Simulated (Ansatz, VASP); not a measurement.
**InP: VASP beside Ansatz**

```
In P
1.0
     0.00000    2.98003    2.98003
     2.98003    0.00000    2.98003
     2.98003    2.98003    0.00000
In P
1 1
Direct
  0.00000 0.00000 0.00000
  0.25000 0.25000 0.25000
```

Alike in both runs: functional PBE; k mesh 10 × 10 × 10; occupations gaussian, width 0.02 eV; no spin polarisation.

Ansatz relaxed the structure, and its values are those at the end. VASP's run is a single point on that final structure, the one shown.

|  | VASP | Ansatz |
| --- | --- | --- |
| version | VASP 6.6.1 | Ansatz 0.2.0 |
| potentials or method | VASP PAW PBE potentials, release 64 (In_d, P) | scalar-relativistic, plane waves, PAW |
| plane-wave cutoff (eV) | 520 | 420 |
| valence electrons in the cell | 18 | 18 |

```csv
,VASP,Ansatz,Ansatz less VASP
gap on the k mesh at the Fermi level (eV),0.44,0.44,+0.003
least direct gap on the mesh (eV),0.44,0.44,+0.003
pressure (GPa),-0.1,0.0,+0.05
```

Caveats: spin-orbit coupling is left out, which moves the levels of the heavy elements.
